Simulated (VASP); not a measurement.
# CoSi (P2_13) in VASP: further runs

One crystal, CoSi, is run at these levels: LDA, PBE; tasks: relaxation of cell and atoms, single point.

Everything below comes from runs of VASP 6.6.1. Logs are shortened: lines on timing, memory, paths and dates and some standing lists are left out, and cuts for length are marked.

### 1 Starting point

The structure is cubic, space group P2_13 (No. 198). The conventional cell has a = 4.438 Å, b = 4.438 Å, c = 4.438 Å, α = 90.00°, β = 90.00°, γ = 90.00°. Co (site symmetry 3) has 7 Si at 2.28 to 2.47 Å as nearest neighbours. Si (site symmetry 3) has 7 Co at 2.28 to 2.47 Å as nearest neighbours.

### 2 Relaxation of cell and atoms, LDA

INCAR

```
SYSTEM = CoSi
PREC = Accurate
ENCUT = 600
EDIFF = 1E-6
ISMEAR = 1
SIGMA = 0.1
LREAL = .False.
LASPH = .True.
NELM = 80
ALGO = Normal
ISIF = 3
LWAVE = .False.
LCHARG = .False.
GGA = CA
IBRION = 2
NSW = 90
EDIFFG = -0.01
KPAR = 4
```

KPOINTS

```
Automatic mesh
0
Gamma
  8 8 8
  0 0 0
```

POSCAR

```
CoSi
1.0
    4.4380000000      0.0000000000      0.0000000000
    0.0000000000      4.4380000000      0.0000000000
    0.0000000000      0.0000000000      4.4380000000
Co Si
4 4
Direct
    0.1400000000      0.1400000000      0.1400000000
    0.3600000000      0.8600000000      0.6400000000
    0.6400000000      0.3600000000      0.8600000000
    0.8600000000      0.6400000000      0.3600000000
    0.8430000000      0.8430000000      0.8430000000
    0.6570000000      0.1570000000      0.3430000000
    0.3430000000      0.6570000000      0.1570000000
    0.1570000000      0.3430000000      0.6570000000
```

Potentials or basis: VASP PAW LDA potentials, release 64 (Co, Si).

The run is started by

```sh
$ cat potpaw_LDA.64/Co/POTCAR potpaw_LDA.64/Si/POTCAR > POTCAR
$ mpirun -np 4 vasp_std > vasp.out
```

OUTCAR:

```text
SYSTEM = CoSi
   PREC = Accurate
   ENCUT = 600
   EDIFF = 1E-6
   ISMEAR = 1
   LREAL = .False.
   LASPH = .True.
   NELM = 80
   ISIF = 3
   GGA = CA
   IBRION = 2
   NSW = 90
   EDIFFG = -0.01

 ion  position               nearest neighbor table
   1  0.140  0.140  0.140-   5 2.28   6 2.33   7 2.33   8 2.33   7 2.47   8 2.47   6 2.47   2 2.72
                             4 2.72   2 2.72   4 2.72   3 2.72   3 2.72
   2  0.360  0.860  0.640-   6 2.28   5 2.33   7 2.33   8 2.33   7 2.47   8 2.47   5 2.47   1 2.72
                             3 2.72   1 2.72   3 2.72   4 2.72   4 2.72
   3  0.640  0.360  0.860-   7 2.28   6 2.33   5 2.33   8 2.33   8 2.47   6 2.47   5 2.47   4 2.72
                             2 2.72   2 2.72   4 2.72   1 2.72   1 2.72
   4  0.860  0.640  0.360-   8 2.28   6 2.33   7 2.33   5 2.33   6 2.47   5 2.47   7 2.47   3 2.72
                             1 2.72   1 2.72   3 2.72   2 2.72   2 2.72
   5  0.843  0.843  0.843-   1 2.28   2 2.33   3 2.33   4 2.33   3 2.47   4 2.47   2 2.47   6 2.75
                             7 2.75   8 2.75   6 2.75   8 2.75   7 2.75
   6  0.657  0.157  0.343-   2 2.28   1 2.33   3 2.33   4 2.33   3 2.47   4 2.47   1 2.47   8 2.75
                             5 2.75   5 2.75   7 2.75   7 2.75   8 2.75
   7  0.343  0.657  0.157-   3 2.28   2 2.33   1 2.33   4 2.33   4 2.47   2 2.47   1 2.47   8 2.75
                             5 2.75   8 2.75   6 2.75   6 2.75   5 2.75
   8  0.157  0.343  0.657-   4 2.28   2 2.33   3 2.33   1 2.33   2 2.47   1 2.47   3 2.47   7 2.75
                             5 2.75   7 2.75   5 2.75   6 2.75   6 2.75

  LATTYP: Found a simple cubic cell.
 ALAT       =     4.4380000000

  Lattice vectors:

 A1 = (   4.4380000000,   0.0000000000,   0.0000000000)
 A2 = (   0.0000000000,   4.4380000000,   0.0000000000)
 A3 = (   0.0000000000,   0.0000000000,   4.4380000000)

Analysis of symmetry for initial positions (statically):
=====================================================================
 Subroutine PRICEL returns:
 Original cell was already a primitive cell.

 Routine SETGRP: Setting up the symmetry group for a
 simple cubic supercell.

 Subroutine GETGRP returns: Found 12 space group operations
 (whereof  3 operations were pure point group operations)
 out of a pool of 48 trial point group operations.

The static configuration has the point symmetry C_3 .
 The point group associated with its full space group is T   .

Analysis of symmetry for dynamics (positions and initial velocities):
=====================================================================
 Subroutine PRICEL returns:
 Original cell was already a primitive cell.

 Routine SETGRP: Setting up the symmetry group for a
 simple cubic supercell.

 Subroutine GETGRP returns: Found 12 space group operations
 (whereof  3 operations were pure point group operations)
 out of a pool of 48 trial point group operations.

The dynamic configuration has the point symmetry C_3 .
 The point group associated with its full space group is T   .

 Subroutine INISYM returns: Found 12 space group operations
 (whereof  3 operations are pure point group operations),
 and found     1 'primitive' translations

----------------------------------------------------------------------------------------

                                     Primitive cell

  volume of cell :      87.4102

  direct lattice vectors                    reciprocal lattice vectors
     4.438000000  0.000000000  0.000000000     0.225326724  0.000000000  0.000000000
     0.000000000  4.438000000  0.000000000     0.000000000  0.225326724  0.000000000
     0.000000000  0.000000000  4.438000000     0.000000000  0.000000000  0.225326724

  length of vectors
     4.438000000  4.438000000  4.438000000     0.225326724  0.225326724  0.225326724

  position of ions in fractional coordinates (direct lattice)
     0.140000000  0.140000000  0.140000000
     0.360000000  0.860000000  0.640000000
     0.640000000  0.360000000  0.860000000
     0.860000000  0.640000000  0.360000000
[... 45 lines left out ...]
     AMIX_MAG =   1.60;   BMIX_MAG =  1.00
  volume/ion in A,a.u.               =      10.93        73.73
  Fermi-wavevector in a.u.,A,eV,Ry     =   1.376856  2.601881 25.793021  1.895734
  Thomas-Fermi vector in A             =   2.502063
   LORBIT       =      0    0 simple, 1 ext, 2 COOP (PROOUT), +10 PAW based schemes
   GGA     = CA    functional components
   LHFCALC =     F    Hartree Fock is set to
   AEXX    =    0.0000 exact exchange contribution
   IVDW    =     0    specifies the selected vdW correction
   LEPSILON=     F    determine dielectric tensor
   LRPA    =     F    only Hartree local field effects (RPA)
 conjugate gradient relaxation of ions
 non-spin polarized calculation
 Methfessel and Paxton  Order N= 1 SIGMA  =   0.10
  energy-cutoff  :      600.00
  volume of cell :       87.41
 maximum number of plane-waves:      2968
   NGX = 17   NGY = 17   NGZ = 17

--------------------------------------- Ionic step        1  -------------------------------------------

 number of electron      51.9999992 magnetization

 Free energy of the ion-electron system (eV)
  ---------------------------------------------------
  ext. energy  EPLUGINS =         0.00000000
  ---------------------------------------------------
  free energy    TOTEN  =       -62.42144476 eV

  energy without entropy =      -62.42456052  energy(sigma->0) =      -62.42248335

------------------------ aborting loop because EDIFF is reached ----------------------------------------

  FORCE on cell =-STRESS in cart. coord.  units (eV):
  Direction    XX          YY          ZZ          XY          YZ          ZX
  --------------------------------------------------------------------------------------
  -------------------------------------------------------------------------------------
  Total       -6.7970936     -6.7970936     -6.7970936     -0.0000000      0.0000000      0.0000000
  in kB     -124.5867741   -124.5867741   -124.5867741     -0.0000000      0.0000000      0.0000000
  external PRESSURE =    -124.5867741 kB  Pullay stress =       0.0000000 kB
[... 107 lines left out ...]
  FREE ENERGIE OF THE ION-ELECTRON SYSTEM (eV)
  ---------------------------------------------------
  free  energy   TOTEN  =       -62.6155051112 eV

  energy  without entropy=      -62.6178905439  energy(sigma->0) =      -62.61630026

[... ionic steps 4 to 7 ...]

--------------------------------------- Ionic step        8  -------------------------------------------

 number of electron      51.9999976 magnetization

------------------------ aborting loop because EDIFF is reached ----------------------------------------
[... 79 lines left out ...]
--------------------------------------- Ionic step       10  -------------------------------------------

 number of electron      51.9999975 magnetization

 Free energy of the ion-electron system (eV)
  ---------------------------------------------------
  ext. energy  EPLUGINS =         0.00000000
  ---------------------------------------------------
  free energy    TOTEN  =       -62.64391056 eV

  energy without entropy =      -62.64584668  energy(sigma->0) =      -62.64455593

 E-fermi :  12.8020     XC(G=0): -13.3281

 val. band max:       12.7953026544   @ k =   0.1250   0.1250   0.1250
 cond. band min:      12.8077218761   @ k =   0.5000   0.5000   0.3750
 fundamental gap:      0.0124192217
 Fermi energy:        12.8020157510

 k-point     1 :       0.0000    0.0000    0.0000
  band No.  band energies     occupation
      1      -1.2308      2.00000
      2       4.4297      2.00000
      3       4.4297      2.00000
      4       4.4297      2.00000
      5       7.1211      2.00000
      6       7.1211      2.00000
[... 805 lines left out ...]
     30      14.9798      0.00000
     31      15.8873      0.00000

 [... further k-points ...]

------------------------ aborting loop because EDIFF is reached ----------------------------------------

  FORCE on cell =-STRESS in cart. coord.  units (eV):
  Direction    XX          YY          ZZ          XY          YZ          ZX
  --------------------------------------------------------------------------------------
  -------------------------------------------------------------------------------------
  Total        0.0108761      0.0108761      0.0108761      0.0000000      0.0000000      0.0000000
  in kB        0.2113847      0.2113847      0.2113847      0.0000000      0.0000000      0.0000000
  external PRESSURE =       0.2113847 kB  Pullay stress =       0.0000000 kB
[... 23 lines left out ...]
  FREE ENERGIE OF THE ION-ELECTRON SYSTEM (eV)
  ---------------------------------------------------
  free  energy   TOTEN  =       -62.6439105581 eV

  energy  without entropy=      -62.6458466835  energy(sigma->0) =      -62.64455593

 reached required accuracy - stopping structural energy minimisation
```

Run time: 88 s. Hardware: 4 MPI ranks of Intel Xeon 6975P-C (Granite Rapids), shared host; peak memory 0.27 GiB.

What came out:

| Quantity | Value |
| --- | --- |
| Free energy | -62.6439 eV |
| Relaxed volume | 10.30 Å³/atom |
| Relaxed cell | a = 4.352 Å, b = 4.352 Å, c = 4.352 Å, α = 90.00°, β = 90.00°, γ = 90.00° |
| Space group after relaxing (to 0.05 Å) | P2_13 (No. 198) |
| Energy gained by relaxing | 27.8 meV/atom |
| Ionic steps | 10 |
| Pressure after relaxing | 0.0 GPa |
| Largest force after relaxing | 0.005 eV/Å |
| Band gap on the k mesh | none (metal or under the smearing width) |

Forces in eV/Å, atoms in the order of the input:
```
Co   0.001  0.001  0.001
Co  -0.001 -0.001  0.001
Co   0.001 -0.001 -0.001
Co  -0.001  0.001 -0.001
Si  -0.003 -0.003 -0.003
Si   0.003  0.003 -0.003
Si  -0.003  0.003  0.003
Si   0.003 -0.003  0.003
```

The path:
```tsv
step	energy change (eV)	largest force (eV/Å)	pressure (GPa)	volume (Å³)
1	0.0000	0.1644	-12.46	87.41
2	0.1548	0.5937	21.50	77.10
3	-0.1941	0.3425	-0.10	82.78
4	-0.1941	0.3462	0.16	82.69
5	-0.2110	0.2202	0.36	82.56
6	-0.2218	0.0597	0.56	82.37
7	-0.2219	0.0620	0.36	82.35
8	-0.2219	0.0064	-0.73	82.68
9	-0.2223	0.0316	-0.22	82.52
10	-0.2225	0.0052	0.02	82.43
```

Final structure:
```cif
data_structure
_symmetry_space_group_name_H-M 'P 1'
_symmetry_Int_Tables_number 1
_cell_length_a 4.3521
_cell_length_b 4.3521
_cell_length_c 4.3521
_cell_angle_alpha 90.000
_cell_angle_beta 90.000
_cell_angle_gamma 90.000
_cell_volume 82.43
loop_
_atom_site_label
_atom_site_type_symbol
_atom_site_fract_x
_atom_site_fract_y
_atom_site_fract_z
_atom_site_occupancy
Co1 Co 0.14578 0.14578 0.14578 1
Co2 Co 0.35422 0.85422 0.64578 1
Co3 Co 0.64578 0.35422 0.85422 1
Co4 Co 0.85422 0.64578 0.35422 1
Si1 Si 0.84316 0.84316 0.84316 1
Si2 Si 0.65684 0.15684 0.34316 1
Si3 Si 0.34316 0.65684 0.15684 1
Si4 Si 0.15684 0.34316 0.65684 1
```

Spin polarisation is off, so any magnetic state and its effect on volume and gap are missing. Zero-point motion and thermal expansion aren't in these numbers.

### 3 Relaxation of cell and atoms, LDA

This run uses another cell than the first one, of 10.30 Å³/atom, 0.943 times its volume.

INCAR: that of step 2 with these lines changed.

```diff
@@ -3,3 +3,3 @@
 ENCUT = 600
-EDIFF = 1E-6
+EDIFF = 1E-7
 ISMEAR = 1
@@ -16,3 +16,3 @@
 NSW = 90
-EDIFFG = -0.01
+EDIFFG = -0.005
 KPAR = 4
```

KPOINTS is that of step 2.

POSCAR

```
CoSi                                    
1.0
    4.3521433157     -0.0000000000      0.0000000000
   -0.0000000000      4.3521433157      0.0000000000
   -0.0000000000     -0.0000000000      4.3521433157
  Co              Si            
     4     4
Direct
     0.1457780591538974    0.1457780591538974    0.1457780591538974
     0.3542219408461025    0.8542219408461025    0.6457780591538975
     0.6457780591538975    0.3542219408461025    0.8542219408461025
     0.8542219408461025    0.6457780591538975    0.3542219408461025
     0.8431630922662771    0.8431630922662771    0.8431630922662771
     0.6568369077337229    0.1568369077337231    0.3431630922662769
     0.3431630922662769    0.6568369077337229    0.1568369077337231
     0.1568369077337231    0.3431630922662769    0.6568369077337229
```

Potentials or basis: VASP PAW LDA potentials, release 64 (Co, Si).

The run is started by

```sh
$ cat potpaw_LDA.64/Co/POTCAR potpaw_LDA.64/Si/POTCAR > POTCAR
$ mpirun -np 4 vasp_std > vasp.out
```

Wall time 22 s (4 MPI ranks of Intel Xeon 6975P-C (Granite Rapids), shared host); peak memory 0.24 GiB.

Results (log left out):

| Property | Result |
| --- | --- |
| Free energy | -62.6420 eV |
| Relaxed volume | 10.31 Å³/atom |
| Relaxed cell | a = 4.353 Å, b = 4.353 Å, c = 4.353 Å, α = 90.00°, β = 90.00°, γ = 90.00° |
| Space group after relaxing (to 0.05 Å) | P2_13 (No. 198) |
| Energy gained by relaxing | 0.0 meV/atom |
| Ionic steps | 2 |
| Pressure after relaxing | -0.1 GPa |
| Band gap on the k mesh | none (metal or under the smearing width) |

Final structure:
```
CELL_PARAMETERS angstrom
4.35266 0.00000 0.00000
0.00000 4.35266 0.00000
0.00000 0.00000 4.35266
ATOMIC_POSITIONS crystal
Co 0.14579 0.14579 0.14579
Co 0.35421 0.85421 0.64579
Co 0.64579 0.35421 0.85421
Co 0.85421 0.64579 0.35421
Si 0.84313 0.84313 0.84313
Si 0.65687 0.15687 0.34313
Si 0.34313 0.65687 0.15687
Si 0.15687 0.34313 0.65687
```

Levels at points of the mesh, in eV from the Fermi level:
```tsv
k point	band 22	band 23	band 24	band 25	band 26	band 27	band 28	band 29	band 30	band 31
(0.00, 0.00, 0.00)	-0.97	-0.83	-0.83	0.01	0.01	0.01	2.76	2.76	2.76	3.10
(0.50, 0.00, 0.00)	-1.12	-0.68	-0.68	-0.51	-0.51	1.10	1.10	1.68	1.68	4.51
(0.50, 0.50, 0.00)	-1.59	-1.07	-1.07	-0.03	-0.03	0.66	0.66	2.23	2.23	2.72
(0.50, 0.50, 0.50)	-1.31	-1.31	-1.31	-0.23	-0.23	-0.23	-0.23	5.76	5.76	5.76
```

### 4 Single point, PBE

INCAR

```
  ALGO = Normal
  EDIFF = 1E-7
  ENCUT = 600
  GGA = PE
  ISIF = 2
  ISMEAR = 1
  KPAR = 4
  LASPH = T
  LCHARG = F
  LREAL = F
  LWAVE = F
  NBANDS = 36
  NELM = 80
  PREC = Accurate
  SIGMA = 0.1
```

KPOINTS

```
k-points
0
Gamma
  8 8 8
```

POSCAR

```
CoSi
1.0
    4.4380000000      0.0000000000      0.0000000000
    0.0000000000      4.4380000000      0.0000000000
    0.0000000000      0.0000000000      4.4380000000
Co Si
4 4
Direct
    0.1400000000      0.1400000000      0.1400000000
    0.3600000000      0.8600000000      0.6400000000
    0.6400000000      0.3600000000      0.8600000000
    0.8600000000      0.6400000000      0.3600000000
    0.8430000000      0.8430000000      0.8430000000
    0.6570000000      0.1570000000      0.3430000000
    0.3430000000      0.6570000000      0.1570000000
    0.1570000000      0.3430000000      0.6570000000
```

Potentials or basis: VASP PAW PBE potentials, release 64 (Co, Si).

The run is started by

```sh
$ cat potpaw_PBE.64/Co/POTCAR potpaw_PBE.64/Si/POTCAR > POTCAR
$ mpirun -np 4 vasp_std > vasp.out
```

Run time: 20 s. Hardware: 4 MPI ranks of AMD EPYC 9R45 (Zen 5), shared host; peak memory 0.27 GiB.

It converged, with:

```yaml
Free_energy: -54.7246 eV
Pressure: -0.4 GPa
Largest_force: 0.273 eV/Å
Band_gap_on_the_k_mesh: none (metal or under the smearing width)
```

Forces in eV/Å, atoms in the order of the input:
```
Co   0.158  0.158  0.158
Co  -0.158 -0.158  0.158
Co   0.158 -0.158 -0.158
Co  -0.158  0.158 -0.158
Si  -0.021 -0.021 -0.021
Si   0.021  0.021 -0.021
Si  -0.021  0.021  0.021
Si   0.021 -0.021  0.021
```

Levels at points of the mesh, in eV from the Fermi level:
```tsv
k point	band 24	band 25	band 26	band 27	band 28	band 29
(0.00, 0.00, 0.00)	-0.76	0.00	0.00	0.00	2.47	2.47
(0.50, 0.00, 0.00)	-0.66	-0.46	-0.46	1.00	1.00	1.47
(0.50, 0.50, 0.00)	-1.00	-0.02	-0.02	0.57	0.57	2.00
(0.50, 0.50, 0.50)	-1.21	-0.20	-0.20	-0.20	-0.20	5.35
```

### 5 Relaxation of cell and atoms, PBE

INCAR

```
  ALGO = Normal
  EDIFF = 1E-6
  EDIFFG = -0.01
  ENCUT = 600
  GGA = PE
  IBRION = 2
  ISIF = 3
  ISMEAR = 1
  KPAR = 4
  LASPH = T
  LCHARG = F
  LREAL = F
  LWAVE = F
  NELM = 80
  NSW = 90
  PREC = Accurate
  SIGMA = 0.1
```

KPOINTS is that of step 4.

POSCAR is that of step 4.

The run is started by

```sh
$ cat potpaw_PBE.64/Co/POTCAR potpaw_PBE.64/Si/POTCAR > POTCAR
$ mpirun -np 4 vasp_std > vasp.out
```

It took 68 s on 4 MPI ranks of AMD EPYC 9R45 (Zen 5), shared host; peak memory 0.27 GiB.

It converged, with:

* Free energy: -54.7471 eV
* Relaxed volume: 10.86 Å³/atom
* Relaxed cell: a = 4.429 Å, b = 4.429 Å, c = 4.429 Å, α = 90.00°, β = 90.00°, γ = 90.00°
* Space group after relaxing (to 0.05 Å): P2_13 (No. 198)
* Energy gained by relaxing: 2.8 meV/atom
* Ionic steps: 7
* Pressure after relaxing: 0.0 GPa
* Band gap on the k mesh: none (metal or under the smearing width)

The path:
```
step  energy change (eV)  largest force (eV/Å)  pressure (GPa)  volume (Å³)
   1              0.0000                0.2729           -0.44        87.41
   2             -0.0125                0.1891            0.20        87.04
   3             -0.0191                0.0835            1.30        86.47
   4             -0.0192                0.0697           -1.29        87.40
   5             -0.0220                0.0595           -0.03        86.94
   6             -0.0225                0.0204            0.02        86.91
   7             -0.0225                0.0007            0.01        86.90
```

Final structure:
```yaml
crystal:
  lattice:
    - [4.42941, 0.00000, 0.00000]
    - [0.00000, 4.42941, 0.00000]
    - [0.00000, 0.00000, 4.42941]
  atoms:
    - { symbol: Co, position: [0.14511, 0.14511, 0.14511] }
    - { symbol: Co, position: [0.35489, 0.85489, 0.64511] }
    - { symbol: Co, position: [0.64511, 0.35489, 0.85489] }
    - { symbol: Co, position: [0.85489, 0.64511, 0.35489] }
    - { symbol: Si, position: [0.84321, 0.84321, 0.84321] }
    - { symbol: Si, position: [0.65679, 0.15679, 0.34321] }
    - { symbol: Si, position: [0.34321, 0.65679, 0.15679] }
    - { symbol: Si, position: [0.15679, 0.34321, 0.65679] }
```

Levels at points of the mesh, in eV from the Fermi level:
| k point | band 22 | band 23 | band 24 | band 25 | band 26 | band 27 | band 28 | band 29 | band 30 | band 31 |
| --- | --- | --- | --- | --- | --- | --- | --- | --- | --- | --- |
| (0.00, 0.00, 0.00) | -0.89 | -0.76 | -0.76 | 0.01 | 0.01 | 0.01 | 2.51 | 2.51 | 2.51 | 2.93 |
| (0.50, 0.00, 0.00) | -1.02 | -0.63 | -0.63 | -0.47 | -0.47 | 1.02 | 1.02 | 1.50 | 1.50 | 4.29 |
| (0.50, 0.50, 0.00) | -1.47 | -0.98 | -0.98 | -0.02 | -0.02 | 0.60 | 0.60 | 2.02 | 2.02 | 2.53 |
| (0.50, 0.50, 0.50) | -1.20 | -1.20 | -1.20 | -0.21 | -0.21 | -0.21 | -0.21 | 5.43 | 5.43 | 5.43 |

### 6 Summary

| task | level | potentials or basis | cell | gap on the mesh (eV) | pressure (GPa) | relaxed volume (Å³/atom) |
| --- | --- | --- | --- | --- | --- | --- |
| relaxation of cell and atoms | LDA | VASP PAW LDA potentials, release 64 (Co, Si) | relaxed | none | -0.1 | 10.31 |
| single point | PBE | VASP PAW PBE potentials, release 64 (Co, Si) | P2_13, 10.93 Å³/atom | none | -0.4 | - |
| relaxation of cell and atoms | PBE | VASP PAW PBE potentials, release 64 (Co, Si) | relaxed | none | 0.0 | 10.86 |

Alike in all rows: no spin polarisation; k mesh 8 × 8 × 8; cutoff (eV) 600; smearing methfessel-paxton 0.1 eV.

Absolute energies hang on the potentials; compare differences alone.
